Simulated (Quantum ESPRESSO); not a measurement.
# Si (Pm-3m) in Quantum ESPRESSO: reference runs

How does Si come out in PBE? The cell is run as given.

All numbers are computed with Quantum ESPRESSO 7.5; they aren't measurements. Logs are shortened: lines on timing, memory, paths and dates and some standing lists are left out, and cuts for length are marked.

### 1 The structure

The structure is cubic, space group Pm-3m (No. 221). The conventional cell has a = 2.532 Å, b = 2.532 Å, c = 2.532 Å, α = 90.00°, β = 90.00°, γ = 90.00°. Si (site symmetry m-3m) has 6 Si at 2.53 Å as nearest neighbours.

The cell was built by a generator and needn't be a form met in nature.

### 2 Single point, PBE

The input, pw.in:

```
&CONTROL
  calculation = 'scf'
  prefix = 'pwscf'
  outdir = './tmp'
  pseudo_dir = './pseudo'
  tprnfor = .true.
  tstress = .true.
  disk_io = 'low'
/
&SYSTEM
  ibrav = 0
  nat = 1
  ntyp = 1
  ecutwfc = 55
  ecutrho = 440
  nbnd = 7
  occupations = 'smearing'
  smearing = 'fd'
  degauss = 0.00367493
/
&ELECTRONS
  conv_thr = 2d-10
  electron_maxstep = 120
  mixing_beta = 0.5
/
ATOMIC_SPECIES
Si    28.0850 Si.pbe-n-rrkjus_psl.1.0.0.UPF
CELL_PARAMETERS angstrom
   2.5321100000    0.0000000000    0.0000000000
   0.0000000000    2.5321100000    0.0000000000
   0.0000000000    0.0000000000    2.5321100000
ATOMIC_POSITIONS crystal
Si     0.5000000000    0.5000000000    0.5000000000
K_POINTS automatic
10 10 10 0 0 0
```

The input, pp_density.in:

```
&INPUTPP
  prefix = 'pwscf'
  outdir = './tmp'
  filplot = 'density.dat'
  plot_num = 0
/
&PLOT
  nfile = 1
  filepp(1) = 'density.dat'
  iflag = 3
  output_format = 6
  fileout = 'density.cube'
/
```

The input, pp_potential.in:

```
&INPUTPP
  prefix = 'pwscf'
  outdir = './tmp'
  filplot = 'potential.dat'
  plot_num = 11
/
&PLOT
  nfile = 1
  filepp(1) = 'potential.dat'
  iflag = 3
  output_format = 6
  fileout = 'potential.cube'
/
```

Potentials or basis: SSSP 1.3 efficiency PBE.

Run with:

```
$ OMP_NUM_THREADS=1 pw.x -in pw.in > pw.out
$ OMP_NUM_THREADS=1 pp.x -in pp_density.in > pp_density.out
$ OMP_NUM_THREADS=1 pp.x -in pp_potential.in > pp_potential.out
```

pw.out:

```text
This program is part of the open-source Quantum ESPRESSO suite
     for quantum simulation of materials; please cite
         "P. Giannozzi et al., J. Phys.:Condens. Matter 21 395502 (2009);
         "P. Giannozzi et al., J. Phys.:Condens. Matter 29 465901 (2017);
         "P. Giannozzi et al., J. Chem. Phys. 152 154105 (2020);
     in publications or presentations arising from this work. More details at

     Message from routine setup:
     using ibrav=0 with symmetry is DISCOURAGED, use correct ibrav instead

     G-vector sticks info
     --------------------
     sticks:   dense  smooth     PW     G-vecs:    dense   smooth      PW
     Sum         793     401    137                17071     6031    1189

     Using Slab Decomposition

     bravais-lattice index     =            0
     lattice parameter (alat)  =       4.7850  a.u.
     unit-cell volume          =     109.5581 (a.u.)^3
     number of atoms/cell      =            1
     number of atomic types    =            1
     number of electrons       =         4.00
     number of Kohn-Sham states=            7
     kinetic-energy cutoff     =      55.0000  Ry
     charge density cutoff     =     440.0000  Ry
     scf convergence threshold =      2.0E-10
     mixing beta               =       0.5000
     number of iterations used =            8  plain     mixing
     Exchange-correlation= PBE
                           (   1   4   3   4   0   0   0)

     celldm(1)=   4.784994  celldm(2)=   0.000000  celldm(3)=   0.000000
     celldm(4)=   0.000000  celldm(5)=   0.000000  celldm(6)=   0.000000

     crystal axes: (cart. coord. in units of alat)
               a(1) = (   1.000000   0.000000   0.000000 )
               a(2) = (   0.000000   1.000000   0.000000 )
               a(3) = (   0.000000   0.000000   1.000000 )

     reciprocal axes: (cart. coord. in units 2 pi/alat)
               b(1) = (  1.000000  0.000000  0.000000 )
               b(2) = (  0.000000  1.000000  0.000000 )
               b(3) = (  0.000000  0.000000  1.000000 )

     PseudoPot. # 1 for Si read from file:
     Si.pbe-n-rrkjus_psl.1.0.0.UPF
     Pseudo is Ultrasoft + core correction, Zval =  4.0
     Generated using "atomic" code by A. Dal Corso  v.5.1
     Using radial grid of 1141 points,  6 beta functions with:
                l(1) =   0
                l(2) =   0
                l(3) =   1
                l(4) =   1
                l(5) =   2
                l(6) =   2
     Q(r) pseudized with 0 coefficients

     atomic species   valence    mass     pseudopotential
     Si                4.00    28.08500     Si( 1.00)

     48 Sym. Ops., with inversion, found

   Cartesian axes

     site n.     atom                  positions (alat units)
         1        Si     tau(   1) = (   0.5000000   0.5000000   0.5000000  )

     number of k points=    56  Fermi-Dirac smearing, width (Ry)=  0.0037
                       cart. coord. in units 2pi/alat
        k(    1) = (   0.0000000   0.0000000   0.0000000), wk =   0.0020000
        k(    2) = (   0.0000000   0.0000000   0.1000000), wk =   0.0120000
        k(    3) = (   0.0000000   0.0000000   0.2000000), wk =   0.0120000
        k(    4) = (   0.0000000   0.0000000   0.3000000), wk =   0.0120000
        k(    5) = (   0.0000000   0.0000000   0.4000000), wk =   0.0120000
        k(    6) = (   0.0000000   0.0000000  -0.5000000), wk =   0.0060000
[... 48 lines left out ...]
        k(   55) = (   0.4000000  -0.5000000  -0.5000000), wk =   0.0120000
        k(   56) = (  -0.5000000  -0.5000000  -0.5000000), wk =   0.0020000

     Dense  grid:    17071 G-vectors     FFT dimensions: (  32,  32,  32)

     Smooth grid:     6031 G-vectors     FFT dimensions: (  24,  24,  24)

     Initial potential from superposition of free atoms

     starting charge       3.9994, renormalised to       4.0000
     Starting wfcs are    4 randomized atomic wfcs +    3 random wfcs

     Self-consistent Calculation

     iteration #  1     ecut=    55.00 Ry     beta= 0.50
     Davidson diagonalization with overlap
     ethr =  1.00E-02,  avg # of iterations =  6.9

     Threshold (ethr) on eigenvalues was too large:
     Diagonalizing with lowered threshold

     Davidson diagonalization with overlap
     ethr =  8.49E-05,  avg # of iterations =  3.1

     total energy              =     -11.39684358 Ry
     estimated scf accuracy    <       0.00326965 Ry

     iteration #  2     ecut=    55.00 Ry     beta= 0.50
     Davidson diagonalization with overlap
     ethr =  8.17E-05,  avg # of iterations =  1.0

     total energy              =     -11.39700149 Ry
     estimated scf accuracy    <       0.00085136 Ry

     iteration #  3     ecut=    55.00 Ry     beta= 0.50
     Davidson diagonalization with overlap
     ethr =  2.13E-05,  avg # of iterations =  1.3

     total energy              =     -11.39701275 Ry
     estimated scf accuracy    <       0.00000226 Ry

     iteration #  4     ecut=    55.00 Ry     beta= 0.50
     Davidson diagonalization with overlap
     ethr =  5.65E-08,  avg # of iterations =  3.0

     total energy              =     -11.39701308 Ry
     estimated scf accuracy    <          6.8E-09 Ry

     iteration #  5     ecut=    55.00 Ry     beta= 0.50
     Davidson diagonalization with overlap
     ethr =  1.69E-10,  avg # of iterations =  3.0

     total energy              =     -11.39701309 Ry
     estimated scf accuracy    <          2.9E-10 Ry

     iteration #  6     ecut=    55.00 Ry     beta= 0.50
     Davidson diagonalization with overlap
     ethr =  7.31E-12,  avg # of iterations =  2.1

     End of self-consistent calculation

          k = 0.0000 0.0000 0.0000 (   739 PWs)   bands (ev):

    -4.4635  16.1593  16.1593  16.3817  16.3817  16.3817  24.3518

          k = 0.0000 0.0000 0.1000 (   743 PWs)   bands (ev):

    -4.2421  12.8317  16.3376  16.5645  16.5645  19.3474  25.1835

          k = 0.0000 0.0000 0.2000 (   747 PWs)   bands (ev):

    -3.5819   9.4884  16.8502  17.1067  17.1067  21.5240  27.6043

          k = 0.0000 0.0000 0.3000 (   759 PWs)   bands (ev):

    -2.4991   6.4271  17.6116  17.9787  17.9787  23.1716  26.5003

          k = 0.0000 0.0000 0.4000 (   772 PWs)   bands (ev):

    -1.0553   3.7780  18.3996  19.0602  19.0602  24.3112  24.3112

          k = 0.0000 0.0000-0.5000 (   756 PWs)   bands (ev):

     0.1174   2.2009  18.7695  19.7403  19.7403  23.2557  23.2557

          k = 0.0000 0.1000 0.1000 (   750 PWs)   bands (ev):

    -4.0208  12.5297  13.6829  16.7469  18.2805  20.7809  25.7608

          k = 0.0000 0.1000 0.2000 (   761 PWs)   bands (ev):
[... 31 lines left out ...]
          k = 0.0000 0.3000 0.3000 (   748 PWs)   bands (ev):

    -0.5471   7.5155   9.0944  17.3537  19.5362  22.9923  27.4885

          k = 0.0000 0.3000 0.4000 (   758 PWs)   bands (ev):

     0.8934   5.5188   9.6882  15.0231  20.5860  24.1897  25.6992

          k = 0.0000 0.3000-0.5000 (   756 PWs)   bands (ev):

     2.0945   3.9662  10.4398  13.8398  21.2413  24.6973  24.9621

          k = 0.0000 0.4000 0.4000 (   746 PWs)   bands (ev):

     2.3397   6.2605   7.5747  12.5650  21.6245  25.5876  26.7556

          k = 0.0000 0.4000-0.5000 (   762 PWs)   bands (ev):

     3.5988   5.1361   7.8401  11.3627  22.2858  25.4780  26.4685

          k = 0.0000-0.5000-0.5000 (   768 PWs)   bands (ev):

     5.2272   5.8422   5.8422  10.2195  22.9804  25.8441  25.8441

          k = 0.1000 0.1000 0.1000 (   751 PWs)   bands (ev):

    -3.7998  12.7165  12.7165  15.1591  20.9480  20.9480  26.1710

          k = 0.1000 0.1000 0.2000 (   759 PWs)   bands (ev):

    -3.1407   9.8014  13.2644  15.3516  21.4235  23.5367  26.8101

          k = 0.1000 0.1000 0.3000 (   756 PWs)   bands (ev):

    -2.0595   6.8119  14.1201  16.2620  22.0619  23.7899  24.3133

          k = 0.1000 0.1000 0.4000 (   755 PWs)   bands (ev):

    -0.6167   4.1839  15.1049  17.5357  21.6567  21.8457  23.3366

          k = 0.1000 0.1000-0.5000 (   764 PWs)   bands (ev):

     0.5605   2.6072  15.6402  18.5509  20.5222  20.8438  23.6000

          k = 0.1000 0.2000 0.2000 (   756 PWs)   bands (ev):

    -2.4832   9.7975  11.1614  15.3032  22.4778  24.4081  25.9546

          k = 0.1000 0.2000 0.3000 (   751 PWs)   bands (ev):

    -1.4044   7.3544  11.5685  16.1409  20.7302  24.3247  24.6443
[... 9 lines left out ...]
          k = 0.1000 0.3000 0.3000 (   758 PWs)   bands (ev):

    -0.3294   7.7085   9.2541  16.6287  18.2328  25.2305  25.3468

          k = 0.1000 0.3000 0.4000 (   758 PWs)   bands (ev):

     1.1097   5.7175   9.8517  15.1669  18.4605  23.2684  26.3477

          k = 0.1000 0.3000-0.5000 (   752 PWs)   bands (ev):

     2.3119   4.1669  10.5883  14.0427  19.2007  22.1122  26.8979

          k = 0.1000 0.4000 0.4000 (   753 PWs)   bands (ev):

     2.5536   6.4548   7.7655  12.7595  19.5528  23.9848  24.5531

          k = 0.1000 0.4000-0.5000 (   756 PWs)   bands (ev):

     3.8123   5.3339   8.0273  11.5700  20.3547  23.0699  24.7888

          k = 0.1000-0.5000-0.5000 (   752 PWs)   bands (ev):

     5.4410   6.0369   6.0369  10.4302  21.2231  23.5627  23.5627

          k = 0.2000 0.2000 0.2000 (   748 PWs)   bands (ev):

    -1.8275  10.3583  10.3583  13.4047  23.9563  23.9564  24.8408

          k = 0.2000 0.2000 0.3000 (   752 PWs)   bands (ev):

    -0.7516   7.8973  11.2409  13.8444  21.1203  21.7360  25.2975

          k = 0.2000 0.2000 0.4000 (   749 PWs)   bands (ev):

     0.6869   5.3747  12.2745  15.1293  18.8640  19.2873  26.2541

          k = 0.2000 0.2000-0.5000 (   760 PWs)   bands (ev):

     1.8778   3.8057  12.8528  16.4181  17.6153  17.8736  26.7628

          k = 0.2000 0.3000 0.3000 (   754 PWs)   bands (ev):

     0.3197   8.2774   9.6062  13.9756  18.4934  21.9585  22.9049

          k = 0.2000 0.3000 0.4000 (   757 PWs)   bands (ev):

     1.7545   6.3023  10.2573  14.8792  16.3605  19.9549  23.5141

          k = 0.2000 0.3000-0.5000 (   756 PWs)   bands (ev):

     2.9603   4.7600  10.9376  14.6388  16.3891  18.6560  24.0468

          k = 0.2000 0.4000 0.4000 (   758 PWs)   bands (ev):

     3.1905   7.0282   8.3086  13.3054  16.5832  20.6839  21.4352

          k = 0.2000 0.4000-0.5000 (   756 PWs)   bands (ev):

     4.4475   5.9180   8.5651  12.1800  17.4424  19.6947  21.6700

          k = 0.2000-0.5000-0.5000 (   744 PWs)   bands (ev):

     6.0736   6.6118   6.6118  11.0509  18.4406  20.2549  20.2549

          k = 0.3000 0.3000 0.3000 (   750 PWs)   bands (ev):

     1.3846   9.1774   9.1774  12.4799  19.0057  19.0057  20.3878

          k = 0.3000 0.3000 0.4000 (   747 PWs)   bands (ev):

     2.8120   7.2155  10.2447  13.2615  16.6844  17.2304  20.6710

          k = 0.3000 0.3000-0.5000 (   752 PWs)   bands (ev):

     4.0272   5.7049  10.8554  14.5529  15.5028  15.6531  21.2247

          k = 0.3000 0.4000 0.4000 (   746 PWs)   bands (ev):

     4.2327   7.9381   9.0298  13.4747  14.7230  17.7067  18.5390

          k = 0.3000 0.4000-0.5000 (   744 PWs)   bands (ev):

     5.4859   6.8468   9.3254  13.1419  14.8190  16.6685  18.7736

          k = 0.3000-0.5000-0.5000 (   744 PWs)   bands (ev):

     7.0910   7.5250   7.5250  12.0314  15.7582  17.2711  17.2711

          k = 0.4000 0.4000 0.4000 (   753 PWs)   bands (ev):

     5.6276   9.0258   9.0258  12.5749  15.3575  15.3575  16.2263

          k = 0.4000 0.4000-0.5000 (   736 PWs)   bands (ev):

     6.8816   7.9634   9.6574  13.2652  14.2461  14.3030  16.3186

          k = 0.4000-0.5000-0.5000 (   740 PWs)   bands (ev):

     8.3782   8.6195   8.6195  13.1907  13.4457  14.9133  14.9133

          k =-0.5000-0.5000-0.5000 (   720 PWs)   bands (ev):

     9.2584   9.2584   9.2584  12.2205  13.8510  13.8510  13.8510

     the Fermi energy is     8.6922 ev

!    total energy              =     -11.39701309 Ry
     estimated scf accuracy    <          1.0E-10 Ry
     smearing contrib. (-TS)   =      -0.00009374 Ry
     internal energy E=F+TS    =     -11.39691935 Ry

     The total energy is F=E-TS. E is the sum of the following terms:
     one-electron contribution =       4.10750419 Ry
     hartree contribution      =       0.13364350 Ry
     xc contribution           =      -6.15074988 Ry
     ewald contribution        =      -9.48731717 Ry

     convergence has been achieved in   6 iterations

     Forces acting on atoms (cartesian axes, Ry/au):

     atom    1 type  1   force =     0.00000000    0.00000000    0.00000000

     Total force =     0.000000     Total SCF correction =     0.000000

     Computing stress (Cartesian axis) and pressure

          total   stress  (Ry/bohr**3)                   (kbar)     P=        2.44
   0.00001656   0.00000000   0.00000000            2.44        0.00        0.00
   0.00000000   0.00001656   0.00000000            0.00        2.44        0.00
   0.00000000   0.00000000   0.00001656            0.00        0.00        2.44

=------------------------------------------------------------------------------=
   JOB DONE.
=------------------------------------------------------------------------------=
```

Run time: 5.9 s. Hardware: 1 thread of Arm Neoverse V1, shared host; peak memory 0.09 GiB.

What came out:

- Free energy: -155.0643 eV
- Pressure: 0.2 GPa
- Band gap on the k mesh: none (metal or under the smearing width)

Levels at points of the mesh, in eV from the Fermi level:
| k point | band 1 | band 2 | band 3 | band 4 | band 5 | band 6 | band 7 |
| --- | --- | --- | --- | --- | --- | --- | --- |
| (0.00, 0.00, 0.00) | -13.16 | 7.47 | 7.47 | 7.69 | 7.69 | 7.69 | 15.66 |
| (0.00, 0.00, -0.50) | -8.57 | -6.49 | 10.08 | 11.05 | 11.05 | 14.56 | 14.56 |
| (0.00, -0.50, -0.50) | -3.47 | -2.85 | -2.85 | 1.53 | 14.29 | 17.15 | 17.15 |
| (-0.50, -0.50, -0.50) | 0.57 | 0.57 | 0.57 | 3.53 | 5.16 | 5.16 | 5.16 |
